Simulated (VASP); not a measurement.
# WSe2 in VASP: a series of runs, part 2 of 2

VASP 6.6.1. Earlier steps stand in the parts before.

## (4) Phonons, PBE

This run uses another cell than the first one, of 67.99 Å³/atom, 1.021 times its volume.

Contents of POSCAR:

```
WSe2
1.0
    3.3216984066      0.0000000000      0.0000000000
   -1.6608492033      2.8766752054      0.0000000000
    0.0000000000      0.0000000000     21.3462600000
  Se              W
     2     1
Direct
     0.3333333300000021    0.6666666699999979    0.4212775025818357
     0.3333333300000021    0.6666666699999979    0.5787224974181643
     0.6666666699999979    0.3333333300000021    0.5000000000000000
```

Contents of INCAR.step1:

```
SYSTEM = WSe2
PREC = Accurate
ENCUT = 600
EDIFF = 1E-8
ISMEAR = 0
SIGMA = 0.03
LREAL = .FALSE.
LASPH = .TRUE.
NELM = 80
ALGO = Fast
ISIF = 2
LWAVE = .FALSE.
LCHARG = .FALSE.
GGA = PE
LATTICE_CONSTRAINTS = .TRUE. .TRUE. .FALSE.
IBRION = 2
NSW = 40
EDIFFG = -0.002
```

Contents of INCAR.step2:

```
SYSTEM = WSe2
PREC = Accurate
ENCUT = 600
EDIFF = 1E-8
ISMEAR = 0
SIGMA = 0.03
LREAL = .FALSE.
LASPH = .TRUE.
NELM = 80
ALGO = Fast
ISIF = 2
LWAVE = .FALSE.
LCHARG = .FALSE.
GGA = PE
LATTICE_CONSTRAINTS = .TRUE. .TRUE. .FALSE.
IBRION = 6
NFREE = 2
POTIM = 0.015
NSW = 1
```

Contents of KPOINTS:

```
Automatic mesh
0
G
  12 12 1
  0 0 0
```

Potentials or basis: VASP PAW PBE potentials, release 64 (Se, W_sv).

Command:

```console
$ cat potpaw_PBE.64/Se/POTCAR potpaw_PBE.64/W_sv/POTCAR > POTCAR
$ cp INCAR.step1 INCAR
$ mpirun -np 1 vasp_std > vasp.out
$ cp CONTCAR POSCAR
$ cp INCAR.step2 INCAR
$ mpirun -np 1 vasp_std > vasp.out
```

OUTCAR:

```text
SYSTEM = WSe2
   PREC = Accurate
   ENCUT = 600
   EDIFF = 1E-8
   ISMEAR = 0
   LREAL = .FALSE.
   LASPH = .TRUE.
   NELM = 80
   ISIF = 2
   GGA = PE
   IBRION = 6
   NFREE = 2
   POTIM = 0.015
   NSW = 1

 ion  position               nearest neighbor table
   1  0.333  0.667  0.421-   3 2.55   3 2.55   3 2.55
   2  0.333  0.667  0.579-   3 2.55   3 2.55   3 2.55
   3  0.667  0.333  0.500-   1 2.55   2 2.55   1 2.55   2 2.55   1 2.55   2 2.55

[... 918 lines left out ...]
  y    -3.36405     3.36405     0.00000     0.00000    13.75688     0.00000
  z    10.43886    10.43886    28.49659     0.00000     0.00000     0.00000

 INTERNAL STRAIN TENSOR FOR ION    3 for displacements in x,y,z  (eV/Angst):
          X           Y           Z          XY          YZ          ZX
  --------------------------------------------------------------------------------
  x     0.00000     0.00000     0.00000     6.73619     0.00000     0.00000
  y     6.73619    -6.73619     0.00000     0.00000     0.00000     0.00000
  z     0.00000     0.00000     0.00000     0.00000     0.00000    -0.00000

 Eigenvectors and eigenvalues of the dynamical matrix
 ----------------------------------------------------

   1 f  =    8.951773 THz    56.245646 2PiTHz  298.598993 cm-1    37.021540 meV
             X         Y         Z           dx          dy          dz
     -0.000000  1.917783  8.992808    -0.000000    0.000000   -0.518670
     -0.000000  1.917783 12.353452     0.000000    0.000000   -0.518670
      1.660849  0.958892 10.673130     0.000000    0.000000    0.679679
[... 43 lines left out ...]
   9 f/i=    0.000913 THz     0.005736 2PiTHz    0.030451 cm-1     0.003775 meV
             X         Y         Z           dx          dy          dz
     -0.000000  1.917783  8.992808    -0.000000    0.000000   -0.480606
     -0.000000  1.917783 12.353452     0.000000    0.000000   -0.480606
      1.660849  0.958892 10.673130     0.000000    0.000000   -0.733510

 ELASTIC MODULI CONTR FROM IONIC RELAXATION (kBar)
 Direction    XX          YY          ZZ          XY          YZ          ZX
 --------------------------------------------------------------------------------
 XX        -120.9460    -80.8421   -275.4263      0.0000      0.0000      0.0000
 YY         -80.8421   -120.9460   -275.4263     -0.0000      0.0000      0.0000
 ZZ        -275.4263   -275.4263   -751.8743     -0.0000      0.0000      0.0000
 XY           0.0000     -0.0000     -0.0000    -20.0520     -0.0000     -0.0000
 YZ           0.0000      0.0000      0.0000     -0.0000   -362.9393      0.0000
 ZX           0.0000      0.0000      0.0000     -0.0000      0.0000   -362.9386
 --------------------------------------------------------------------------------
```

OUTCAR.step1:

```text
SYSTEM = WSe2
   PREC = Accurate
   ENCUT = 600
   EDIFF = 1E-8
   ISMEAR = 0
   LREAL = .FALSE.
   LASPH = .TRUE.
[... 653 lines left out ...]
     -0.00000      1.91778     12.35345         0.000000      0.000000     -0.000364
      1.66085      0.95889     10.67313        -0.000000      0.000000      0.000000
 -----------------------------------------------------------------------------------
    total drift:                               -0.000008      0.000005      0.000000

  FREE ENERGIE OF THE ION-ELECTRON SYSTEM (eV)
  ---------------------------------------------------
  free  energy   TOTEN  =       -21.6238487496 eV

  energy  without entropy=      -21.6238487496  energy(sigma->0) =      -21.62384875

 reached required accuracy - stopping structural energy minimisation
```

OSZICAR.step1:

```text
N       E                     dE             d eps       ncg     rms          rms(c)
DAV:   1     0.197844793498E+03    0.19784E+03   -0.14236E+04   798   0.136E+03
DAV:   2    -0.566942590822E+01   -0.20351E+03   -0.20002E+03   872   0.266E+02
DAV:   3    -0.223659838830E+02   -0.16697E+02   -0.16471E+02   851   0.772E+01
[... 27 lines left out ...]
RMM:   2    -0.216238486259E+02   -0.11844E-06   -0.87282E-07   584   0.502E-03    0.174E-03
RMM:   3    -0.216238487027E+02   -0.76800E-07   -0.11505E-07   575   0.206E-03    0.602E-04
RMM:   4    -0.216238487391E+02   -0.36419E-07   -0.23201E-08   454   0.985E-04    0.320E-04
RMM:   5    -0.216238487542E+02   -0.15064E-07   -0.45962E-09   398   0.507E-04    0.138E-04
RMM:   6    -0.216238487496E+02    0.45975E-08   -0.52533E-10   224   0.200E-04
   2 F= -.21623849E+02 E0= -.21623849E+02  d E =-.476534E-06
```

Run time: 17 min. Hardware: 1 thread of AMD EPYC 9R45 (Zen 5), shared host; peak memory 0.68 GiB.

Results:

| Property | Result |
| --- | --- |
| Highest phonon frequency at Γ, LO-TO splitting left out | 299 cm⁻¹ |

Phonon frequencies in cm⁻¹ (negative: imaginary):
```
              q point                    frequencies
(0.000, 0.000, 0.000)  0 0 0 168 168 238 238 242 299
```

The run has no spin-orbit coupling, so splittings on W are missing.

## (5) Band structure, PBE+D3(BJ)

Contents of INCAR:

```
SYSTEM = WSe2
PREC = Accurate
ENCUT = 520
EDIFF = 1E-7
ISMEAR = 0
SIGMA = 0.03
LREAL = .False.
LASPH = .True.
NELM = 80
ALGO = Normal
ISIF = 2
LWAVE = .False.
LCHARG = .False.
LMAXMIX = 4
LDIPOL = .True.
IDIPOL = 3
DIPOL = 0.5 0.5 0.500
GGA = PE
IVDW = 12
NBANDS = 20
LVHAR = .True.
LVACPOTAV = .True.
KPAR = 4
```

Contents of KPOINTS:

```
regular mesh
0
Gamma
  9 9 1
  0 0 0
```

Contents of POSCAR:

```
WSe2                                    
1.0
    3.2872502754      0.0000000000      0.0000000000
   -1.6436251377      2.8468422486      0.0000000000
    0.0000000000      0.0000000000     21.3462600000
  Se              W             
     2     1
Direct
     0.3333333300000021    0.6666666699999979    0.4209905797921181
     0.3333333300000021    0.6666666699999979    0.5790094202078819
     0.6666666699999979    0.3333333300000021    0.5000000000000000
```

Contents of KPOINTS_OPT:

```
explicit points
3
Reciprocal
 0.0000000000  0.0000000000  0.0000000000 1
 0.5000000000  0.0000000000  0.0000000000 1
 0.3333333300  0.3333333300  0.0000000000 1
```

Potentials or basis: VASP PAW PBE potentials, release 64 (Se, W_sv).

Command:

```console
$ cat potpaw_PBE.64/Se/POTCAR potpaw_PBE.64/W_sv/POTCAR > POTCAR
$ mpirun -np 4 vasp_std > vasp.out
```

OUTCAR:

```text
SYSTEM = WSe2
   PREC = Accurate
   ENCUT = 520
   EDIFF = 1E-7
   ISMEAR = 0
   LREAL = .False.
   LASPH = .True.
   NELM = 80
   ISIF = 2
   GGA = PE
   IVDW = 12
 IVDW          = 12

 ion  position               nearest neighbor table
   1  0.333  0.667  0.421-   3 2.54   3 2.54   3 2.54
   2  0.333  0.667  0.579-   3 2.54   3 2.54   3 2.54
   3  0.667  0.333  0.500-   1 2.54   2 2.54   1 2.54   2 2.54   1 2.54   2 2.54

  LATTYP: Found a hexagonal cell.
 ALAT       =     3.2872502754
[... 464 lines left out ...]

  FORCE on cell =-STRESS in cart. coord.  units (eV):
  Direction    XX          YY          ZZ          XY          YZ          ZX
  --------------------------------------------------------------------------------------
  -------------------------------------------------------------------------------------
  Total      -0.00102    -0.00102    -0.00545     0.00000     0.00000     0.00000
  in kB      -0.00815    -0.00815    -0.04371     0.00000     0.00000     0.00000
  external pressure =       -0.02 kB  Pullay stress =        0.00 kB

 VOLUME and BASIS-vectors are now :
 -----------------------------------------------------------------------------
  energy-cutoff  :      520.00
  volume of cell :      199.76
      direct lattice vectors                 reciprocal lattice vectors
     3.287250275  0.000000000  0.000000000     0.304205618  0.175633195  0.000000000
    -1.643625138  2.846842249  0.000000000     0.000000000  0.351266390  0.000000000
     0.000000000  0.000000000 21.346260000     0.000000000  0.000000000  0.046846614

 POSITION                                       TOTAL-FORCE (eV/Angst)
 -----------------------------------------------------------------------------------
     -0.00000      1.89789      8.98657         0.000000     -0.000000     -0.003621
     -0.00000      1.89789     12.35969         0.000000     -0.000000      0.003621
      1.64363      0.94895     10.67313        -0.000000      0.000000      0.000000
 -----------------------------------------------------------------------------------
    total drift:                               -0.000008      0.000005      0.000000

  FREE ENERGIE OF THE ION-ELECTRON SYSTEM (eV)
  ---------------------------------------------------
  free  energy   TOTEN  =       -22.6241570278 eV

  energy  without entropy=      -22.6241570278  energy(sigma->0) =      -22.62415703

 vacuum level on the upper side and lower side of the slab         3.357         3.357
```

stdout:

```text
POSCAR found type information on POSCAR SeW
 POSCAR found :  2 types and       3 ions
 scaLAPACK will be used
 LDA part: xc-table for (Slater+PW92), standard interpolation
 POSCAR, INCAR and KPOINTS ok, starting setup
 FFT: planning ... GRIDC
 FFT: planning ... GRID_SOFT
 FFT: planning ... GRID
 WAVECAR not read
 entering main loop
 -----------------------------------------------------------------------------
|                                                                             |
|           W    W    AA    RRRRR   N    N  II  N    N   GGGG   !!!           |
|           W    W   A  A   R    R  NN   N  II  NN   N  G    G  !!!           |
|           W    W  A    A  R    R  N N  N  II  N N  N  G       !!!           |
|           W WW W  AAAAAA  RRRRR   N  N N  II  N  N N  G  GGG   !            |
|           WW  WW  A    A  R   R   N   NN  II  N   NN  G    G                |
|           W    W  A    A  R    R  N    N  II  N    N   GGGG   !!!           |
|                                                                             |
|     Did not find any points to average over, which means that no vacuum     |
|     field-free region was found. Please increase the size of  your cell     |
|     in the dimension of the dipole correction to obtain accurate            |
|     workfunction values.                                                    |
|                                                                             |
 -----------------------------------------------------------------------------

 Start KPOINTS_OPT (optional k-point list driver)
k-point batch [1-3\3]
```

It took 19 s on 4 MPI ranks of AMD EPYC 9R45 (Zen 5), shared host; peak memory 0.32 GiB.

What came out:

* Free energy: -22.6242 eV
* Largest force: 0.004 eV/Å
* Band gap on the k mesh: 1.67 eV, direct
* Band gap along the path: 1.67 eV, direct
* Dispersion energy per atom: -0.337 eV
* Ionisation potential of the upper face: 5.06 eV

Forces on the atoms (eV/Å):
```
Se   0.000  0.000 -0.004
Se   0.000  0.000  0.004
W    0.000  0.000  0.000
```

Levels at points of the mesh, in eV from the valence-band top:
| k point | band 9 | band 10 | band 11 | band 12 | band 13 | band 14 | band 15 | band 16 | band 17 | band 18 |
| --- | --- | --- | --- | --- | --- | --- | --- | --- | --- | --- |
| (0.00, 0.00, 0.00) | -2.29 | -2.26 | -1.16 | -1.16 | -0.43 | 2.98 | 2.98 | 3.14 | 3.14 | 4.25 |

Caveat: spin-orbit coupling is left out, which moves the levels of the heavy elements.

## (6) Summary

| task | level | potentials or basis | cell | k mesh | cutoff (eV) | dipole correction | by perturbation theory | gap on the mesh (eV) | largest force (eV/Å) |
| --- | --- | --- | --- | --- | --- | --- | --- | --- | --- |
| band structure | r2SCAN | VASP PAW PBE potentials, release 64 (Se, W_sv) | P-6m2, 66.59 Å³/atom | 12 × 12 × 1 | 520 | yes | - | 1.78 | 0.24 |
| band structure | LDA | VASP PAW LDA potentials, release 64 (Se, W_sv) | P-6m2, 66.59 Å³/atom | 12 × 12 × 1 | 520 | yes | - | 1.63 | 0.55 |
| phonons | PBE | VASP PAW PBE potentials, release 64 (Se, W_sv) | P-6m2, 67.99 Å³/atom | 12 × 12 × 1 | 600 | - | no | - | - |
| band structure | PBE+D3(BJ) | VASP PAW PBE potentials, release 64 (Se, W_sv) | P-6m2, 66.59 Å³/atom | 9 × 9 × 1 | 520 | yes | - | 1.67 | - |

Alike in all rows: no spin polarisation; smearing gaussian 0.03 eV.

Caveats: spin-orbit coupling is left out, which moves the levels of the heavy elements (some runs); the PAW data sets were made with another functional, which shifts forces and pressure a little (some runs).

Absolute energies hang on the potentials; compare differences alone.
